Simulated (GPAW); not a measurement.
A run of GPAW 26.7.0 is set up as follows.

Contents of run.py:

```python
from ase.dft.bandgap import bandgap
from ase.io import read, write
from ase.units import GPa
from gpaw import GPAW, PW

atoms = read('CoO.cif')
atoms.set_initial_magnetic_moments([3.0, 0.0])

calc = GPAW(mode=PW(600),
            xc='PBE',
            kpts={'size': (9, 9, 9), 'gamma': True},
            occupations={'name': 'fermi-dirac', 'width': 0.05},
            nbands=17,
            maxiter=120,
            txt='gpaw.txt')
atoms.calc = calc
energy = atoms.get_potential_energy()
forces = atoms.get_forces()
stress = atoms.get_stress()
calc.write('gs.gpw')
write('result.traj', atoms)
print(f'Energy: {energy:.6f} eV')
print('Forces (eV/A):')
print(forces.round(4))
print('Stress (GPa):', (stress / GPa).round(3))
print('Moments:', calc.get_magnetic_moments().round(3))
print('Fermi level:', round(calc.get_fermi_level(), 4), 'eV')
print(f'Gap: {bandgap(calc)[0]:.4f} eV, direct: {bandgap(calc, direct=True)[0]:.4f} eV')
```

The input CoO.cif:

```cif
data_CoO
_cell_length_a 2.99585737
_cell_length_b 2.99585737
_cell_length_c 2.99585737
_cell_angle_alpha 60.33333983
_cell_angle_beta 60.33333983
_cell_angle_gamma 60.33333983
_space_group_name_H-M_alt 'P1'
_space_group_name_Hall 'P 1'
_space_group_IT_number 1
loop_
_space_group_symop_operation_xyz
'x,y,z'
loop_
_atom_site_label
_atom_site_type_symbol
_atom_site_symmetry_multiplicity
_atom_site_Wyckoff_symbol
_atom_site_fract_x
_atom_site_fract_y
_atom_site_fract_z
_atom_site_occupancy
Co1 Co 1 a 0.0000000000 0.0000000000 0.0000000000 1
O1 O 1 a 0.5000000000 0.5000000000 0.5000000000 1
```

Potentials or basis: GPAW PAW data sets (gpaw-data 1.2.1), pw.

Launch:

```console
$ OMP_NUM_THREADS=1 python run.py
```

**Question.** Predict the pressure.

**Answer.** -5.0 GPa.

**Question.** Predict the net moment.

**Answer.** 2.88 μB per cell.

**Question.** What does it give for the band gap on the k mesh?

**Answer.** None (metal or under the smearing width).

**Question.** Predict the site moments.

**Answer.** Co +2.49; O +0.22 μB.

Stress tensor (GPa, compression positive):
```
-5.12 -0.17 -0.12
-0.17 -4.93 -0.07
-0.12 -0.07 -4.88
```

Caveat: the cutoff is short for stress and forces, so pressures can be off by a GPa or more; a cell with one magnetic atom can't hold antiferromagnetic order, which such compounds often take; semilocal functionals often make such compounds metallic where correlation or magnetic order opens a gap, which also shifts bond lengths. With open d or f shells a metallic result of PBE can be an artefact of self-interaction; +U or a hybrid may open a gap.
